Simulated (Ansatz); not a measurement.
# LiF: response to strain

LiF is deformed so: equal xy, yz and zx engineering shear strains of -3 %. What stress and forces result, by LAPW, PAW and all-electron datasets made for the crystal?

Computed with Ansatz 0.2.0 (DFT PBE, scalar-relativistic, unless a step's input says otherwise).

**1. The structure to begin with**

It takes space group Fm-3m (No. 225, cubic). The conventional cell has a = 4.028 Å, b = 4.028 Å, c = 4.028 Å, α = 90.00°, β = 90.00°, γ = 90.00°. Li (site symmetry m-3m) has 6 F at 2.01 Å as nearest neighbours. F (site symmetry m-3m) is surrounded by 6 Li at 2.01 Å.

Coordinates:

```cif
data_structure
_symmetry_space_group_name_H-M 'P 1'
_symmetry_Int_Tables_number 1
_cell_length_a 2.8482
_cell_length_b 2.8482
_cell_length_c 2.8482
_cell_angle_alpha 60.000
_cell_angle_beta 60.000
_cell_angle_gamma 60.000
_cell_volume 16.34
loop_
_atom_site_label
_atom_site_type_symbol
_atom_site_fract_x
_atom_site_fract_y
_atom_site_fract_z
_atom_site_occupancy
Li1 Li 0.00000 0.00000 0.00000 1
F1 F 0.50000 0.50000 0.50000 1
```

Atoms are numbered in the order of the input: Li1, F2.

**2. The deformed structure**

Space group Fm-3m before, R-3m after.

**3. LAPW, all electrons**

Contents of input.yaml:

```yaml
crystal:
  lattice:
    - [-0.06042, 1.98379, 1.98379]
    - [1.98379, -0.06042, 1.98379]
    - [1.98379, 1.98379, -0.06042]
  atoms:
    - { symbol: Li, position: [0.0, 0.0, 0.0] }
    - { symbol: F, position: [0.5, 0.5, 0.5] }
kpoints:
  mp_grid: { grid: [10, 10, 10] }
  band_path:
    path:
      - [0.0, 0.0, 0.0]
      - [0.5, 0.5, 0.5]
      - [0.2579113083, 0.5, 0.7420886917]
      - [-0.2579113083, 0.2579113083, 0.5]
      - [0.0, 0.0, 0.5]
      - [0.0, 0.0, 0.0]
      - [-0.3789556542, 0.0, 0.3789556542]
      - [0.0, 0.3789556542, 0.6210443458]
      - [0.0, 0.5, 0.5]
    npoints: 5
scf:
  occupations: { method: fermi_dirac, width: 0.03 }
hamiltonian:
  xc: pbe
  pseudopotentials: { kind: all_electron, lapw: { basis_error: 0.001 } }
output:
  forces: true
  stress: true
  eigenvalues: true
```

Started as:

```bash
$ ansatz run input.yaml --threads 1 --pin off --max-ram 3072MiB --backend cpu --events-out ev --progress --plain --runs-dir out
```

**4. PAW with frozen cores**

Contents of input.yaml:

```yaml
crystal:
  lattice:
    - [-0.06042, 1.98379, 1.98379]
    - [1.98379, -0.06042, 1.98379]
    - [1.98379, 1.98379, -0.06042]
  atoms:
    - { symbol: Li, position: [0.0, 0.0, 0.0] }
    - { symbol: F, position: [0.5, 0.5, 0.5] }
kpoints:
  mp_grid: { grid: [10, 10, 10] }
scf:
  occupations: { method: fermi_dirac, width: 0.03 }
hamiltonian:
  xc: pbe
  pseudopotentials: { kind: paw }
output:
  forces: true
  stress: true
  eigenvalues: true
  efg: { contact_densities: true }
```

**5. Datasets made for this crystal**

Changes to input.yaml since step 4:

```diff
@@ -14,3 +14,3 @@
   xc: pbe
-  pseudopotentials: { kind: paw }
+  pseudopotentials: { kind: all_electron, datasets: crystal }
 output:
```

(Steps that only read results are left out.)

What does the calculation give? Wanted: pressure; largest shear or deviatoric stress.

**Answer**, as computed:

| quantity | value |
| --- | --- |
| pressure | LAPW 2.09, PAW 2.19, crystal datasets 2.08 GPa |
| largest shear or deviatoric stress (LAPW) | 1.76 GPa |

**Reading.** The largest part of the stress beyond the pressure is 1.76 GPa in size; the atoms are carried along and not relaxed. No run of the undeformed cell stands beside it, so the pressure holds what the given cell had before the change. PAW: stress within 0.10 GPa of LAPW. Crystal datasets: stress within 0.01 GPa of LAPW.
